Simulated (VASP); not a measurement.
# B (Imma) in VASP: single point with PBE

Aim: the single point of B with PBE.

Everything below comes from runs of VASP 6.6.1. Logs are shortened: lines on timing, memory, paths and dates and some standing lists are left out, and cuts for length are marked.

### Step 1. The structure

It takes space group Imma (No. 74, orthorhombic). The conventional cell has a = 3.094 Å, b = 5.076 Å, c = 4.605 Å, α = 90.00°, β = 90.00°, γ = 90.00°. Around B (site symmetry m) lie 3 B at 1.67 to 1.77 Å.

The cell was built by a generator and needn't be a form met in nature.

### Step 2. Single point, PBE

Input file INCAR:

```
SYSTEM = B
  ALGO = Fast
  EDIFF = 1E-6
  ENCUT = 520
  GGA = PE
  ISIF = 2
  ISMEAR = 0
  LASPH = .True.
  LCHARG = .True.
  LELF = .True.
  LREAL = .False.
  LVHAR = .True.
  LWAVE = .False.
  NBANDS = 14
  NELM = 100
  PREC = Accurate
  SIGMA = 0.1
```

Input file KPOINTS:

```
k-points
0
Gamma
  18 18 18
  0 0 0
```

Input file POSCAR:

```
B
1.0
   -1.5471099254      2.5381611092      2.3023632968
    1.5471099254     -2.5381611092      2.3023632968
    1.5471099254      2.5381611092     -2.3023632968
B
4
Direct
    0.0561221414      0.2518505706      0.8042715708
    0.4475789998      0.2518505706      0.1957284292
    0.3125664441      0.6168660469      0.6957003972
    0.9211656497      0.6168660469      0.3042996028
```

Potentials or basis: VASP PAW PBE potentials, release 64 (B).

Launch:

```sh
$ cat potpaw_PBE.64/B/POTCAR > POTCAR
$ mpirun -np 1 vasp_std > vasp.out
```

OUTCAR:

```text
SYSTEM = B
   EDIFF = 1E-6
   ENCUT = 520
   GGA = PE
   ISIF = 2
   ISMEAR = 0
   LASPH = .True.
   LREAL = .False.
   NELM = 100
   PREC = Accurate

 ion  position               nearest neighbor table
   1  0.056  0.252  0.804-   4 1.67   4 1.67   3 1.77   2 1.99
   2  0.448  0.252  0.196-   3 1.67   3 1.67   4 1.77   1 1.99
   3  0.313  0.617  0.696-   2 1.67   2 1.67   1 1.77   4 1.99
   4  0.921  0.617  0.304-   1 1.67   1 1.67   2 1.77   3 1.99

  LATTYP: Found a body centered orthorhombic cell.
 ALAT       =     3.0942198508
 B/A-ratio  =     1.4881704648
 C/A-ratio  =     1.6405822673

  Lattice vectors:

 A1 = (   1.5471099254,  -2.5381611092,  -2.3023632968)
 A2 = (  -1.5471099254,  -2.5381611092,   2.3023632968)
 A3 = (  -1.5471099254,   2.5381611092,  -2.3023632968)

Analysis of symmetry for initial positions (statically):
=====================================================================
 Subroutine PRICEL returns:
 Original cell was already a primitive cell.

 Routine SETGRP: Setting up the symmetry group for a
 body centered orthorhombic supercell.

 Subroutine GETGRP returns: Found  4 space group operations
 (whereof  4 operations were pure point group operations)
 out of a pool of  8 trial point group operations.

The static configuration has the point symmetry C_2v.

Analysis of symmetry for dynamics (positions and initial velocities):
=====================================================================
 Subroutine PRICEL returns:
 Original cell was already a primitive cell.

 Routine SETGRP: Setting up the symmetry group for a
 body centered orthorhombic supercell.

 Subroutine GETGRP returns: Found  4 space group operations
 (whereof  4 operations were pure point group operations)
 out of a pool of  8 trial point group operations.

The dynamic configuration has the point symmetry C_2v.

 Subroutine INISYM returns: Found  4 space group operations
 (whereof  4 operations are pure point group operations),
 and found     1 'primitive' translations

----------------------------------------------------------------------------------------

                                     Primitive cell

  volume of cell :      36.1638

  direct lattice vectors                    reciprocal lattice vectors
    -1.547109925  2.538161109  2.302363297     0.000000000  0.196993011  0.217168160
     1.547109925 -2.538161109  2.302363297     0.323183241  0.000000000  0.217168160
     1.547109925  2.538161109 -2.302363297     0.323183241  0.196993011  0.000000000

  length of vectors
     3.759878680  3.759878680  3.759878680     0.293203438  0.389370539  0.378488644

  position of ions in fractional coordinates (direct lattice)
     0.056122141  0.251850571  0.804271571
     0.447579000  0.251850571  0.195728429
     0.312566444  0.616866047  0.695700397
     0.921165650  0.616866047  0.304299603

  ion indices of the primitive-cell ions
   primitive index   ion index
                 1           1
                 2           2
                 3           3
                 4           4

----------------------------------------------------------------------------------------

 KPOINTS: k-points

Automatic generation of k-mesh.
 Grid dimensions read from file:
 generate k-points for:   18   18   18

 Generating k-lattice:

  Cartesian coordinates                     Fractional coordinates (reciprocal lattice)
     0.000000000  0.010944056  0.012064898     0.055555556  0.000000000  0.000000000
     0.017954625  0.000000000  0.012064898     0.000000000  0.055555556  0.000000000
     0.017954625  0.010944056  0.000000000     0.000000000  0.000000000  0.055555556

  Length of vectors
     0.016289080  0.021631697  0.021027147

  Shift w.r.t. Gamma in fractional coordinates (k-lattice)
     0.000000000  0.000000000  0.000000000

 Subroutine IBZKPT returns following result:
 ===========================================

 Found    865 irreducible k-points:

 Following reciprocal coordinates:
            Coordinates               Weight
  0.000000  0.000000  0.000000      1.000000
  0.055556 -0.000000  0.000000      4.000000
  0.111111 -0.000000  0.000000      4.000000
  0.166667  0.000000  0.000000      4.000000
  0.222222  0.000000  0.000000      4.000000
  0.277778 -0.000000  0.000000      4.000000
[... 16 lines left out ...]
 -0.333333  0.055556 -0.000000      8.000000
 -0.277778  0.055556 -0.000000      8.000000
 [... further k-points ...]
   k-points           NKPTS =    865   k-points in BZ     NKDIM =    865   number of bands    NBANDS=     14
   number of dos      NEDOS =    301   number of ions     NIONS =      4
   total plane-waves  NPLWV =  21952
   dimension x,y,z NGX =    28 NGY =   28 NGZ =   28
   dimension x,y,z NGXF=    56 NGYF=   56 NGZF=   56
   ions per type =               4
   NGX,Y,Z   is equivalent  to a cutoff of  12.38, 12.38, 12.38 a.u.
   NGXF,Y,Z  is equivalent  to a cutoff of  24.76, 24.76, 24.76 a.u.
 SYSTEM =  B
   PREC   = accura    normal or accurate (medium, high low for compatibility)
   ISTART =      0    job   : 0-new  1-cont  2-samecut
   ICHARG =      2    charge: 1-file 2-atom 10-const
   ISPIN  =      1    spin polarized calculation?
   LNONCOLLINEAR =      F non collinear calculations
   LSORBIT =      F    spin-orbit coupling
   LASPH  =      T    aspherical Exc in radial PAW
   ENCUT  =  520.0 eV  38.22 Ry    6.18 a.u.   6.99  6.99  6.99*2*pi/ulx,y,z
   NELM   =    100;   NELMIN=  2; NELMDL= -5     # of ELM steps
   EDIFF  = 0.1E-05   stopping-criterion for ELM
   LREAL  =      F    real-space projection
   EDIFFG = 0.1E-04   stopping-criterion for IOM
   NSW    =      0    number of steps for IOM
   IBRION =     -1    ionic relax: 0-MD 1-quasi-New 2-CG
   NFREE  =      0    steps in history (QN), initial steepest desc. (CG)
   ISIF   =      2    stress and relaxation
   ISYM   =      2    0-nonsym 1-usesym 2-fastsym
   POTIM  = 0.5000    time-step for ionic-motion
   TEBEG  =    0.0;   TEEND  =   0.0 temperature during run
   PSTRESS=    0.0 pullay stress
   NELECT =      12.0000    total number of electrons
   NUPDOWN=      -1.0000    fix difference up-down
   EMIN   =  10.00;   EMAX   =-10.00  energy-range for DOS
   EFERMI =   0.00;   METHOD = LEGACY
   ISMEAR =     0;   SIGMA  =   0.10  broadening in eV -4-tet -1-fermi 0-gaus
   EFERMI_NEDOS =   21; number of points for ismear=-14 and -15
   IALGO  =     68    algorithm
   IMIX   =      4    mixing-type and parameters
     AMIX     =   0.40;   BMIX     =  1.00
     AMIX_MAG =   1.60;   BMIX_MAG =  1.00
  volume/ion in A,a.u.               =       9.04        61.01
  Fermi-wavevector in a.u.,A,eV,Ry     =   1.133384  2.141786 17.477498  1.284560
  Thomas-Fermi vector in A             =   2.270087
   LORBIT       =      0    0 simple, 1 ext, 2 COOP (PROOUT), +10 PAW based schemes
   GGA     = PE    functional components
   LHFCALC =     F    Hartree Fock is set to
   AEXX    =    0.0000 exact exchange contribution
   IVDW    =     0    specifies the selected vdW correction
   LEPSILON=     F    determine dielectric tensor
   LRPA    =     F    only Hartree local field effects (RPA)
 non-spin polarized calculation
 RMM-DIIS sequential band-by-band and
 Gauss-broadening in eV      SIGMA  =   0.10
  energy-cutoff  :      520.00
  volume of cell :       36.16
 maximum number of plane-waves:       998
   NGX = 13   NGY = 13   NGZ = 13

 number of electron      12.0000000 magnetization

 Free energy of the ion-electron system (eV)
  ---------------------------------------------------
  ext. energy  EPLUGINS =         0.00000000
  ---------------------------------------------------
  free energy    TOTEN  =       -23.40677907 eV

  energy without entropy =      -23.40083646  energy(sigma->0) =      -23.40380777

 E-fermi :   3.4692     XC(G=0): -10.6587

 val. band max:        3.4654014285   @ k =  -0.3889  -0.2222   0.2222
 cond. band min:       3.4745159822   @ k =  -0.3889  -0.3333   0.2222
 fundamental gap:      0.0091145536
 Fermi energy:         3.4691948269

 k-point     1 :       0.0000    0.0000    0.0000
  band No.  band energies     occupation
      1      -9.5127      2.00000
      2      -0.6577      2.00000
      3      -0.2777      2.00000
      4       0.5532      2.00000
      5       1.9961      2.00000
      6       2.2132      2.00000
      7       3.8474      0.00000
      8       6.5918      0.00000
      9       8.7746      0.00000
     10       9.3749      0.00000
     11      11.6081      0.00000
     12      12.4850      0.00000
     13      14.9993      0.00000
     14      15.7392      0.00000

 k-point     2 :       0.0556   -0.0000    0.0000
  band No.  band energies     occupation
      1      -9.4836      2.00000
      2      -1.0879      2.00000
      3      -0.0655      2.00000
      4       0.6662      2.00000
      5       1.8875      2.00000
      6       2.3068      2.00000
      7       4.0109      0.00000
      8       6.5334      0.00000
      9       8.7105      0.00000
     10       9.3518      0.00000
     11      11.6108      0.00000
     12      12.5459      0.00000
     13      15.0634      0.00000
     14      15.8361      0.00000
[... 343 lines left out ...]
      1      -8.6438      2.00000
      2      -4.2325      2.00000
      3       0.3535      2.00000
      4       0.8767      2.00000
      5       1.9631      2.00000
      6       2.6885      2.00000
      7       5.1373      0.00000
      8       6.2499      0.00000
      9       8.0874      0.00000
     10       9.4668      0.00000
     11      11.4272      0.00000
     12      14.0993      0.00000
     13      16.2955      0.00000
     14      16.7164      0.00000

 k-point    24 :      -0.2778    0.0556   -0.0000
  band No.  band energies     occupation
      1      -8.9073      2.00000
      2      -3.5351      2.00000
      3       0.2349      2.00000
      4       1.0049      2.00000
      5       1.7137      2.00000
      6       2.6519      2.00000
      7       5.4126      0.00000
      8       6.0299      0.00000
      9       8.0023      0.00000
     10       9.3696      0.00000
     11      11.5830      0.00000
     12      13.6006      0.00000
     13      15.7342      0.00000
     14      16.6123      0.00000

 [... further k-points ...]

------------------------ aborting loop because EDIFF is reached ----------------------------------------

  FORCE on cell =-STRESS in cart. coord.  units (eV):
  Direction    XX          YY          ZZ          XY          YZ          ZX
  --------------------------------------------------------------------------------------
  -------------------------------------------------------------------------------------
  Total        0.0071547     -0.0089041     -0.0033366      0.0000000      0.0000000      0.0000000
  in kB        0.3169783     -0.3944799     -0.1478204      0.0000000      0.0000000      0.0000000
  external PRESSURE =      -0.0751073 kB  Pullay stress =       0.0000000 kB

 VOLUME and BASIS-vectors are now :
 -----------------------------------------------------------------------------
  energy-cutoff  :      520.00
  volume of cell :       36.16
      direct lattice vectors                 reciprocal lattice vectors
    -1.547109925  2.538161109  2.302363297     0.000000000  0.196993011  0.217168160
     1.547109925 -2.538161109  2.302363297     0.323183241  0.000000000  0.217168160
     1.547109925  2.538161109 -2.302363297     0.323183241  0.196993011  0.000000000

 POSITION                                       TOTAL-FORCE (eV/Angst)
 -----------------------------------------------------------------------------------
      1.54711      1.54458     -1.14266         0.000000     -0.001116      0.003033
      0.00000      0.99358      1.15970         0.000000      0.001116      0.003033
      1.54711      0.99344      0.53814         0.000000      0.001174     -0.003033
     -0.00000      1.54472      2.84050        -0.000000     -0.001174     -0.003033
 -----------------------------------------------------------------------------------
    total drift:                               -0.000000     -0.000000     -0.000016

  FREE ENERGIE OF THE ION-ELECTRON SYSTEM (eV)
  ---------------------------------------------------
  free  energy   TOTEN  =       -23.4067790690 eV

  energy  without entropy=      -23.4008364649  energy(sigma->0) =      -23.40380777
```

It took 2.9 min on 1 thread of Intel Xeon 6975P-C (Granite Rapids), shared host; peak memory 0.41 GiB.

Results:

| Property | Result |
| --- | --- |
| Free energy | -23.4068 eV |
| Pressure | 0.0 GPa |
| Largest force | 0.003 eV/Å |
| Band gap on the k mesh | none (metal or under the smearing width) |

Forces on the atoms (eV/Å):
```
B    0.000 -0.001  0.003
B    0.000  0.001  0.003
B    0.000  0.001 -0.003
B    0.000 -0.001 -0.003
```
